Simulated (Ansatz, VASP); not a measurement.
# One calculation of GaN, two programs

```
CELL_PARAMETERS angstrom
0.00000 2.13524 2.13524
2.13524 0.00000 2.13524
2.13524 2.13524 0.00000
ATOMIC_POSITIONS crystal
Ga 0.00000 0.00000 0.00000
N 0.50000 0.50000 0.50000
```

Measurements of this composition are mostly on another form, of space group No. 186.

Alike in both runs: task single point; functional PBEsol; k mesh 14 × 14 × 14; occupations gaussian, width 0.03 eV; no spin polarisation.

```csv
,VASP,Ansatz
version,VASP 6.6.1,Ansatz 0.2.0
potentials or method,"VASP PAW PBE potentials, release 64 (Ga_d, N)","scalar-relativistic, plane waves, PAW"
plane-wave cutoff (eV),520,420
valence electrons in the cell,18,18
```

|  | VASP | Ansatz | Ansatz less VASP |
| --- | --- | --- | --- |
| gap on the k mesh at the Fermi level (eV) | 0.32 | 0.33 | +0.009 |
| least direct gap on the mesh (eV) | 2.37 | 2.36 | -0.013 |
| pressure (GPa) | -7.2 | -7.7 | -0.45 |

The functional is the same, so the differences come from potentials, cutoffs and numerics.

Caveats: the PAW data sets were made with another functional, which shifts forces and pressure a little (VASP). A k mesh can miss the band edges. Expect the measured gap to be larger: semilocal functionals such as PBEsol lack the derivative discontinuity.
